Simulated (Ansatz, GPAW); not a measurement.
This is a calculation of CoO for GPAW 26.7.0 (ASE script). 

run.py

```python
from ase.dft.bandgap import bandgap
from ase.io import read, write
from ase.units import GPa
from gpaw import GPAW, PW

atoms = read('CoO.xyz')
atoms.set_initial_magnetic_moments([2.0, 0.0])

calc = GPAW(mode=PW(800),
            xc='PBE',
            kpts={'size': (11, 11, 11), 'gamma': True},
            occupations={'name': 'methfessel-paxton', 'order': 0, 'width': 0.027000000000000003},
            nbands=17,
            convergence={'density': 1e-05, 'energy': 1e-05},
            maxiter=150,
            txt='gpaw.txt')
atoms.calc = calc
energy = atoms.get_potential_energy()
forces = atoms.get_forces()
stress = atoms.get_stress()
calc.write('gs.gpw')
write('result.traj', atoms)
print(f'Energy: {energy:.6f} eV')
print('Forces (eV/A):')
print(forces.round(4))
print('Stress (GPa):', (stress / GPa).round(3))
print('Moments:', calc.get_magnetic_moments().round(3))
print('Fermi level:', round(calc.get_fermi_level(), 4), 'eV')
print(f'Gap: {bandgap(calc)[0]:.4f} eV, direct: {bandgap(calc, direct=True)[0]:.4f} eV')
```

The input CoO.xyz:

```xyz
2
Lattice="0.0000000000 2.1315000000 2.1315000000 2.1315000000 0.0000000000 2.1315000000 2.1315000000 2.1315000000 0.0000000000" Properties=species:S:1:pos:R:3 pbc="T T T"
Co     0.0000000000      0.0000000000      0.0000000000
O      2.1315000000      2.1315000000      2.1315000000
```

Potentials or basis: GPAW PAW data sets (gpaw-data 1.2.1), pw.

Run with:

```console
$ OMP_NUM_THREADS=1 python run.py
```

Q: Set up the same calculation for Ansatz 0.2.0. Potentials or basis there: all-electron LAPW, scalar-relativistic.

A: As run (cutoffs and basis follow the program's own potentials, and thresholds, step limits or extra output files can differ):

The input input.yaml:

```yaml
crystal:
  lattice:
    - [0.0, 2.1315, 2.1315]
    - [2.1315, 0.0, 2.1315]
    - [2.1315, 2.1315, 0.0]
  atoms:
    - { symbol: Co, position: [0.0, 0.0, 0.0], spin: 2.0 }
    - { symbol: O, position: [0.5, 0.5, 0.5] }
kpoints:
  mp_grid: { grid: [11, 11, 11] }
scf:
  occupations: { method: gaussian, width: 0.027 }
hamiltonian:
  xc: pbe
  pseudopotentials: { kind: all_electron, lapw: { basis_error: 0.001 } }
magnetization:
  spin_polarized: true
output:
  forces: true
  stress: true
  eigenvalues: true
```

Potentials or basis: all-electron LAPW, scalar-relativistic.

Launch:

```sh
$ ansatz run input.yaml --threads 2 --pin off --max-ram 6144MiB --backend cpu --events-out ev --progress --plain --runs-dir out
```

Both were run:

|  | GPAW | Ansatz |
| --- | --- | --- |
| Pressure | -1.1 GPa | -1.7 GPa |
| Net moment | 2.98 μB per cell | 2.98 μB per cell |

Where Ansatz's input types no cutoff or centring, it takes its own default and a Γ-centred mesh.

The magnetic state is the one that the start led to; the real crystal's order can differ.

Pressure is positive in compression.
